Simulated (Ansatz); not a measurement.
Crystal: TiSi.

```xyz
2
Lattice="1.8162 -2.1176 0.0000 1.8162 2.1176 0.0000 0.0000 0.0000 3.8039" Properties=species:S:1:pos:R:3 pbc="T T T"
Ti    1.8162    0.0000    0.0000
Si    0.0000    0.0000    1.9020
```

The cell comes from a database or a generator and needn't be the stable form of this composition.

Program: Ansatz 0.2.0. Alike in all runs: potentials or basis Ansatz PAW; no spin polarisation; cell as given; k mesh 6 × 6 × 4; smearing fermi-dirac 0.05 eV; the mesh is coarse, so values aren't converged. Hardware: 2 threads of Arm Neoverse V1, with other jobs on the host.

Q: Order these runs on this cell by their wall time, lowest first.
A. task band structure; level r2SCAN; cutoff (eV) 500; points for each segment of the path 14
B. task single point; level PBE0; cutoff (eV) 420
C. task band structure; level PBEsol; cutoff (eV) 420; points for each segment of the path 14
D. task band structure; level HSE06; cutoff (eV) 420; points for each segment of the path 4

A: C (1.5 s), A (3.2 s), B (22 s), D (140 s).

Caveats: all runs use coarse meshes.

Not every run made on this cell is shown here.
